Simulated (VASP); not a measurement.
Input of a VASP 6.6.1 run:

File INCAR:

```
PREC = Accurate
ENCUT = 520
EDIFF = 1E-6
ISMEAR = 0
SIGMA = 0.01
LREAL = F
LASPH = T
NELM = 100
ALGO = Normal
ISIF = 2
LWAVE = F
LCHARG = F
GGA = PE
NBANDS = 35
```

The input KPOINTS:

```
Automatic mesh
0
Gamma
  8 8 2
```

POSCAR

```
SnO2
1.0
    3.2305756200      0.0000000000      0.0000000000
   -1.6152878100      2.7977605500      0.0000000000
    0.0000000000      0.0000000000     10.7905620000
Sn O
2 4
Direct
    0.0000000000      0.0000000000      0.5000000000
    0.0000000000      0.0000000000      0.0000000000
    0.6666666680      0.3333333298      0.4058619996
    0.6666666680      0.3333333298      0.0941380004
    0.3333333289      0.6666666702      0.5941380004
    0.3333333289      0.6666666702      0.9058619996
```

Potentials or basis: VASP PAW PBE potentials, release 64 (Sn_d, O).

The run is started by

```bash
$ cat potpaw_PBE.64/Sn_d/POTCAR potpaw_PBE.64/O/POTCAR > POTCAR
$ mpirun -np 1 vasp_std > vasp.out
```

Predict the band gap on the k mesh.

2.09 eV, indirect (least direct gap 2.48 eV).

What does it give for the pressure?

0.1 GPa.

What does it give for the largest force?

0.046 eV/Å.

Forces in eV/Å, atoms in the order of the input:
```
Sn   0.000  0.000  0.000
Sn   0.000  0.000  0.000
O    0.000  0.000  0.046
O    0.000  0.000 -0.046
O    0.000  0.000 -0.046
O    0.000  0.000  0.046
```

Caveat: spin-orbit coupling is left out, which moves the levels of the heavy elements. A k mesh can miss the band edges.
